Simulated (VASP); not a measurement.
## LiF (Griceite): relaxation of cell and atoms with r2SCAN

LiF (Griceite):

```
CELL_PARAMETERS angstrom
0.00000 2.01400 2.01400
2.01400 0.00000 2.01400
2.01400 2.01400 0.00000
ATOMIC_POSITIONS crystal
Li 0.00000 0.00000 0.00000
F 0.50000 0.50000 0.50000
```

| Item | Value |
| --- | --- |
| Program | VASP 6.6.1 |
| Task | relaxation of cell and atoms |
| Functional | r2SCAN |
| Potentials or basis | VASP PAW PBE potentials, release 64 (Li_sv, F) |
| Cutoff | 600 eV |
| k mesh | 12 × 12 × 12 |
| Occupations | gaussian, width 0.03 eV |
| Spin | no spin polarisation |
| Further INCAR settings | ALGO = Normal; EDIFF = 1e-06; IBRION = 2; EDIFFG = -0.01; NSW = 90; ISIF = 3 |

```
Relaxed volume                         : 7.84 Å³/atom
Relaxed cell                           : a = 2.810 Å, b = 2.810 Å, c = 2.810 Å, α = 60.00°, β = 60.00°, γ = 60.00°
Space group after relaxing (to 0.05 Å) : Fm-3m (No. 225)
Energy gained by relaxing              : 3.7 meV/atom
Ionic steps                            : 4
Pressure after relaxing                : 0.0 GPa
Band gap on the k mesh                 : 10.67 eV, direct
```

Step by step:
| step | energy change (eV) | largest force (eV/Å) | pressure (GPa) | volume (Å³) |
| --- | --- | --- | --- | --- |
| 1 | 0.0000 | 0.0000 | -3.24 | 16.34 |
| 2 | -0.0060 | 0.0000 | -1.49 | 15.95 |
| 3 | -0.0072 | 0.0000 | -0.40 | 15.76 |
| 4 | -0.0073 | 0.0000 | 0.00 | 15.68 |

Final structure:
```xyz
2
Lattice="0.0000 1.9867 1.9867 1.9867 0.0000 1.9867 1.9867 1.9867 0.0000" Properties=species:S:1:pos:R:3 pbc="T T T"
Li    1.9867    1.9867    3.9734
F     1.9867    1.9867    1.9867
```

Levels at points of the mesh, in eV from the valence-band top:
| k point | band 3 | band 4 | band 5 | band 6 | band 7 | band 8 |
| --- | --- | --- | --- | --- | --- | --- |
| (0.00, 0.00, 0.00) | 0.00 | 0.00 | 0.00 | 10.67 | 25.90 | 25.90 |
| (0.50, 0.00, 0.00) | -2.61 | -0.26 | -0.26 | 12.07 | 18.66 | 20.78 |
| (0.50, 0.50, 0.00) | -3.18 | -1.07 | -1.07 | 16.47 | 17.66 | 19.65 |

It took 2.9 min on 1 thread of AMD EPYC 7R13 Processor (Zen 3), on a shared host, peak memory 0.11 GiB.

Caveat: the cutoff is under 1.25 times the usual one of these potentials, so pressure, stress and relaxed cells hold a basis-set (Pulay) error; the PAW data sets were made with another functional, which shifts forces and pressure a little. A k mesh can miss the band edges.
